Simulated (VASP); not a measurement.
# C (P6_3/mmc) in VASP: a series of runs

The runs below take C through single point, relaxation of cell and atoms, with PBE, PBE+D3(BJ).

The COD entry that gives the cell may itself be a prediction, so a difference from it is no test against experiment.

Everything below comes from runs of VASP 6.6.1. Logs are shortened: lines on timing, memory, paths and dates and some standing lists are left out, and cuts for length are marked.

## 1. The structure

The structure is hexagonal, space group P6_3/mmc (No. 194). Conventional cell: a = 2.522 Å, b = 2.522 Å, c = 12.356 Å, α = 90.00°, β = 90.00°, γ = 120.00°. C (site symmetry 3m) is surrounded by 4 C at 1.54 Å. C (site symmetry 3m) is surrounded by 4 C at 1.54 Å. C (site symmetry 3m) has 4 C at 1.54 Å as nearest neighbours.

This is a hexagonal form of diamond, not graphite.

## 2. Single point, PBE

Input file INCAR:

```
SYSTEM = C
ALGO = Fast ; EDIFF = 1E-6
ENCUT = 520 ; GGA = PE
ISIF = 2 ; ISMEAR = 0
LASPH = .True. ; LCHARG = .True.
LELF = .True. ; LREAL = .False.
LVHAR = .True. ; LWAVE = .False.
NBANDS = 36 ; NELM = 60
PREC = Accurate ; SIGMA = 0.012
```

Input file KPOINTS:

```
k-points
0
Gamma
  12 12 3
  0 0 0
```

Input file POSCAR:

```
C
1.0
    2.5221000000      0.0000000000      0.0000000000
   -1.2610500000      2.1842026709      0.0000000000
    0.0000000000      0.0000000000     12.3557000000
C
12
Direct
    0.6666666667      0.3333333333      0.3541700000
    0.3333333333      0.6666666667      0.8541700000
    0.6666666667      0.3333333333      0.1458300000
    0.3333333333      0.6666666667      0.6458300000
    0.6666666667      0.3333333333      0.4791700000
    0.3333333333      0.6666666667      0.9791700000
    0.6666666667      0.3333333333      0.0208300000
    0.3333333333      0.6666666667      0.5208300000
    0.0000000000      0.0000000000      0.8125000000
    0.0000000000      0.0000000000      0.3125000000
    0.0000000000      0.0000000000      0.6875000000
    0.0000000000      0.0000000000      0.1875000000
```

Potentials or basis: VASP PAW PBE potentials, release 64 (C).

Run with:

```
cat potpaw_PBE.64/C/POTCAR > POTCAR
mpirun -np 1 vasp_std > vasp.out
```

OUTCAR:

```text
SYSTEM = C
   EDIFF = 1E-6
   ENCUT = 520
   GGA = PE
   ISIF = 2
   ISMEAR = 0
   LASPH = .True.
   LREAL = .False.
   NELM = 60
   PREC = Accurate

 ion  position               nearest neighbor table
   1  0.667  0.333  0.354-   5 1.54  10 1.54  10 1.54  10 1.54
   2  0.333  0.667  0.854-   6 1.54   9 1.54   9 1.54   9 1.54
   3  0.667  0.333  0.146-   7 1.54  12 1.54  12 1.54  12 1.54
   4  0.333  0.667  0.646-   8 1.54  11 1.54  11 1.54  11 1.54
   5  0.667  0.333  0.479-   8 1.54   8 1.54   8 1.54   1 1.54
   6  0.333  0.667  0.979-   7 1.54   7 1.54   7 1.54   2 1.54
   7  0.667  0.333  0.021-   6 1.54   6 1.54   6 1.54   3 1.54
   8  0.333  0.667  0.521-   5 1.54   5 1.54   5 1.54   4 1.54
   9  0.000  0.000  0.812-  11 1.54   2 1.54   2 1.54   2 1.54
  10  0.000  0.000  0.312-  12 1.54   1 1.54   1 1.54   1 1.54
  11  0.000  0.000  0.688-   9 1.54   4 1.54   4 1.54   4 1.54
  12  0.000  0.000  0.188-  10 1.54   3 1.54   3 1.54   3 1.54

  LATTYP: Found a hexagonal cell.
 ALAT       =     2.5221000000
 C/A-ratio  =     4.8989730780

  Lattice vectors:

 A1 = (   2.5221000000,   0.0000000000,   0.0000000000)
 A2 = (  -1.2610500000,   2.1842026709,   0.0000000000)
 A3 = (   0.0000000000,   0.0000000000,  12.3557000000)

Analysis of symmetry for initial positions (statically):
=====================================================================
 Subroutine PRICEL returns:
 Original cell was already a primitive cell.

 Routine SETGRP: Setting up the symmetry group for a
 hexagonal supercell.

 Subroutine GETGRP returns: Found 24 space group operations
 (whereof 12 operations were pure point group operations)
 out of a pool of 24 trial point group operations.

The static configuration has the point symmetry D_3d.
 The point group associated with its full space group is D_6h.

Analysis of symmetry for dynamics (positions and initial velocities):
=====================================================================
 Subroutine PRICEL returns:
 Original cell was already a primitive cell.

 Routine SETGRP: Setting up the symmetry group for a
 hexagonal supercell.

 Subroutine GETGRP returns: Found 24 space group operations
 (whereof 12 operations were pure point group operations)
 out of a pool of 24 trial point group operations.
[... 131 lines left out ...]
   TEBEG  =    0.0;   TEEND  =   0.0 temperature during run
   PSTRESS=    0.0 pullay stress
   NELECT =      48.0000    total number of electrons
   NUPDOWN=      -1.0000    fix difference up-down
   EMIN   =  10.00;   EMAX   =-10.00  energy-range for DOS
   EFERMI =   0.00;   METHOD = LEGACY
   ISMEAR =     0;   SIGMA  =   0.01  broadening in eV -4-tet -1-fermi 0-gaus
   EFERMI_NEDOS =   21; number of points for ismear=-14 and -15
   IALGO  =     68    algorithm
   IMIX   =      4    mixing-type and parameters
     AMIX     =   0.40;   BMIX     =  1.00
     AMIX_MAG =   1.60;   BMIX_MAG =  1.00
  volume/ion in A,a.u.               =       5.67        38.28
  Fermi-wavevector in a.u.,A,eV,Ry     =   1.457184  2.753678 28.890408  2.123385
  Thomas-Fermi vector in A             =   2.574015
   LORBIT       =      0    0 simple, 1 ext, 2 COOP (PROOUT), +10 PAW based schemes
   GGA     = PE    functional components
   LHFCALC =     F    Hartree Fock is set to
   AEXX    =    0.0000 exact exchange contribution
   IVDW    =     0    specifies the selected vdW correction
   LEPSILON=     F    determine dielectric tensor
   LRPA    =     F    only Hartree local field effects (RPA)
 non-spin polarized calculation
 RMM-DIIS sequential band-by-band and
 Gauss-broadening in eV      SIGMA  =   0.01
  energy-cutoff  :      520.00
  volume of cell :       68.06
 maximum number of plane-waves:      1852
 NGX is ok and might be reduce to    20
   NGX =  9   NGY =  9   NGZ = 45

 number of electron      47.9999995 magnetization

 Free energy of the ion-electron system (eV)
  ---------------------------------------------------
  ext. energy  EPLUGINS =         0.00000000
  ---------------------------------------------------
  free energy    TOTEN  =      -109.02212776 eV

  energy without entropy =     -109.02212776  energy(sigma->0) =     -109.02212776

 E-fermi :   9.9102     XC(G=0): -13.2490

 val. band max:        9.8228945388   @ k =   0.0000   0.0000   0.0000
 cond. band min:      14.2027873563   @ k =   0.3333   0.0000   0.0000
 fundamental gap:      4.3798928175
 Fermi energy:         9.9101768074

 k-point     1 :       0.0000    0.0000    0.0000
  band No.  band energies     occupation
      1     -11.7565      2.00000
      2     -11.0108      2.00000
      3     -10.9655      2.00000
      4      -8.7452      2.00000
      5      -8.7225      2.00000
      6      -5.9570      2.00000
[... 925 lines left out ...]
     35      18.8846      0.00000
     36      19.6501      0.00000

 [... further k-points ...]

------------------------ aborting loop because EDIFF is reached ----------------------------------------

  FORCE on cell =-STRESS in cart. coord.  units (eV):
  Direction    XX          YY          ZZ          XY          YZ          ZX
  --------------------------------------------------------------------------------------
  -------------------------------------------------------------------------------------
  Total        0.0074429      0.0074429      3.4816384      0.0000000      0.0000000      0.0000000
  in kB        0.1751982      0.1751982     81.9542824      0.0000000      0.0000000      0.0000000
  external PRESSURE =      27.4348929 kB  Pullay stress =       0.0000000 kB

 VOLUME and BASIS-vectors are now :
 -----------------------------------------------------------------------------
  energy-cutoff  :      520.00
  volume of cell :       68.06
      direct lattice vectors                 reciprocal lattice vectors
     2.522100000  0.000000000  0.000000000     0.396494984  0.228916486  0.000000000
    -1.261050000  2.184202671  0.000000000     0.000000000  0.457832972  0.000000000
     0.000000000  0.000000000 12.355700000     0.000000000  0.000000000  0.080934306

 POSITION                                       TOTAL-FORCE (eV/Angst)
 -----------------------------------------------------------------------------------
      1.26105      0.72807      4.37602        -0.000000      0.000000      0.309713
     -0.00000      1.45614     10.55387        -0.000000     -0.000000      0.309713
      1.26105      0.72807      1.80183        -0.000000      0.000000     -0.309713
     -0.00000      1.45614      7.97968         0.000000     -0.000000     -0.309713
      1.26105      0.72807      5.92048         0.000000     -0.000000     -0.026771
     -0.00000      1.45614     12.09833        -0.000000      0.000000     -0.026771
      1.26105      0.72807      0.25737         0.000000     -0.000000      0.026771
     -0.00000      1.45614      6.43522         0.000000      0.000000      0.026771
      0.00000      0.00000     10.03901        -0.000000      0.000000      0.331920
      0.00000      0.00000      3.86116        -0.000000      0.000000      0.331920
      0.00000      0.00000      8.49454        -0.000000      0.000000     -0.331920
      0.00000      0.00000      2.31669        -0.000000      0.000000     -0.331920
 -----------------------------------------------------------------------------------
    total drift:                               -0.000000      0.000000      0.000000

  FREE ENERGIE OF THE ION-ELECTRON SYSTEM (eV)
  ---------------------------------------------------
  free  energy   TOTEN  =      -109.0221277614 eV

  energy  without entropy=     -109.0221277614  energy(sigma->0) =     -109.02212776
```

It took 89 s on 1 thread of AMD EPYC 7R43 (Zen 3), shared host; peak memory 0.17 GiB.

What came out:

```yaml
Free_energy: -109.0221 eV
Pressure: 2.7 GPa
Largest_force: 0.332 eV/Å
Band_gap_on_the_k_mesh: 4.38 eV, indirect (least direct gap 5.30 eV)
```

Forces on the atoms (eV/Å):
```
C    0.000  0.000  0.310
C    0.000  0.000  0.310
C    0.000  0.000 -0.310
C    0.000  0.000 -0.310
C    0.000  0.000 -0.027
C    0.000  0.000 -0.027
C    0.000  0.000  0.027
C    0.000  0.000  0.027
C    0.000  0.000  0.332
C    0.000  0.000  0.332
C    0.000  0.000 -0.332
C    0.000  0.000 -0.332
```

Caveat: an odd mesh through Γ misses points on the zone boundary, where band edges often lie.

## 3. Relaxation of cell and atoms, PBE+D3(BJ)

Input file INCAR:

```
ALGO = Normal
EDIFF = 1E-7
EDIFFG = -0.005
ENCUT = 600
GGA = PE
IBRION = 2
ISIF = 3
ISMEAR = 0
IVDW = 12
KPAR = 4
LASPH = True
LCHARG = False
LREAL = False
LWAVE = False
NELM = 100
NSW = 40
PREC = Accurate
SIGMA = 0.02
```

Input file KPOINTS:

```
k-points
0
Gamma
  10 10 4
```

POSCAR is that of step 2.

Potentials or basis: VASP PAW PBE potentials, release 64 (C).

Run with:

```
cat potpaw_PBE.64/C/POTCAR > POTCAR
mpirun -np 4 vasp_std > vasp.out
```

Run time: 3.5 min. Hardware: 4 MPI ranks of Intel Xeon Platinum 8375C at 2.90GHz (Ice Lake), shared host; peak memory 0.26 GiB.

The run converged. Its results:

```
Free energy                            : -111.3701 eV
Relaxed volume                         : 5.63 Å³/atom
Relaxed cell                           : a = 2.510 Å, b = 2.510 Å, c = 12.378 Å, α = 90.00°, β = 90.00°, γ = 120.00°
Space group after relaxing (to 0.05 Å) : P6_3/mmc (No. 194)
Energy gained by relaxing              : 2.0 meV/atom
Ionic steps                            : 7
Pressure after relaxing                : 0.0 GPa
Band gap on the k mesh                 : 4.46 eV, indirect (least direct gap 5.40 eV)
Dispersion energy per atom             : -0.193 eV
```

Step by step:
```tsv
step	energy change (eV)	largest force (eV/Å)	pressure (GPa)	volume (Å³)
1	0.0000	0.3320	-3.32	68.06
2	0.0038	0.4109	4.33	66.91
3	-0.0230	0.0876	0.20	67.51
4	-0.0219	0.1578	0.01	67.54
5	-0.0236	0.0207	0.13	67.52
6	-0.0236	0.0099	-0.10	67.56
7	-0.0236	0.0016	-0.02	67.54
```

Final structure:
```
CELL_PARAMETERS angstrom
2.51012 0.00000 0.00000
-1.25506 2.17383 0.00000
0.00000 0.00000 12.37816
ATOMIC_POSITIONS crystal
C 0.66667 0.33333 0.35490
C 0.33333 0.66667 0.85490
C 0.66667 0.33333 0.14510
C 0.33333 0.66667 0.64510
C 0.66667 0.33333 0.47923
C 0.33333 0.66667 0.97923
C 0.66667 0.33333 0.02077
C 0.33333 0.66667 0.52077
C 0.00000 0.00000 0.81312
C 0.00000 0.00000 0.31312
C 0.00000 0.00000 0.68688
C 0.00000 0.00000 0.18688
```

Levels at points of the mesh, in eV from the valence-band top:
```csv
k point,band 22,band 23,band 24,band 25,band 26,band 27
"(0.00, 0.00, 0.00)",-0.15,0.00,0.00,5.40,5.40,5.53
"(0.50, 0.00, 0.00)",-4.06,-3.64,-2.93,4.64,5.24,5.30
"(0.00, 0.00, 0.50)",-0.32,-0.32,-0.32,5.79,5.79,5.79
"(0.50, 0.00, 0.50)",-3.81,-3.28,-3.28,4.81,4.81,5.86
```
